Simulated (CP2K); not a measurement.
# BaF2 (Frankdicksonite) under changes of volume

One of the cells (19.862 Å³/atom); the others are scaled copies at fixed shape and fractional positions:

```
Ba F
1.0
     4.38413    0.00000    0.00000
     2.19207    3.79677    0.00000
     2.19207    1.26559    3.57963
Ba F
1 2
Cartesian
  0.0000 0.0000 0.0000
  6.5762 3.7968 2.6847
  2.1921 1.2656 0.8949
```

| Item | Value |
| --- | --- |
| Program | CP2K 2026.2 |
| Functional | PBEsol |
| Potentials or basis | POTENTIAL_UZH Ba GTH-PBE-q10, F GTH-PBE-q7; TZVP-MOLOPT-PBE-GTH basis |
| Density cutoff | 10204 eV |
| k mesh | 8 × 8 × 8 |
| Occupations | fermi-dirac, width 0.01 eV |
| Spin | no spin polarisation |

```tsv
volume (Å³/atom)	energy over the lowest point (meV/atom)	pressure (GPa)	gap on the mesh (eV)
18.670	?	?	?
19.067	3.41	2.1	6.79
19.464	0.00	0.7	6.71
19.862	1.23	-0.6	6.62
20.259	3.96	-1.6	6.54
20.656	9.23	-2.6	6.46
21.053	16.76	-3.5	6.39
```

Problem. What does the run at 18.670 Å³/atom give?

Solution. Energy over the lowest point 10.43 meV/atom; pressure 3.6 GPa; gap on the mesh 6.87 eV.

Worked out: A Birch-Murnaghan fit of order 3 (a polynomial in V^(-2/3)) to the other rows has its minimum at 19.60 Å³/atom with B0 = V·E''(V) = 62 GPa (rough, since the energies scatter). It gives 10.24 meV/atom at 18.670 Å³/atom, against the run's 10.43, and -dE/dV = 3.7 GPa, against 3.6. A straight line through the other rows of the gap, of slope -4.08 eV per unit of ln V, extrapolates to 6.88 eV, against the run's 6.87.

Energies are extrapolated to zero smearing.

Caveats: the potentials were made for another functional, which shifts forces and pressure; spin-orbit coupling is left out, which moves the levels of the heavy elements; the basis of atomic orbitals isn't converged, which shifts pressures, moduli and gaps.

A mesh can miss the band edges.
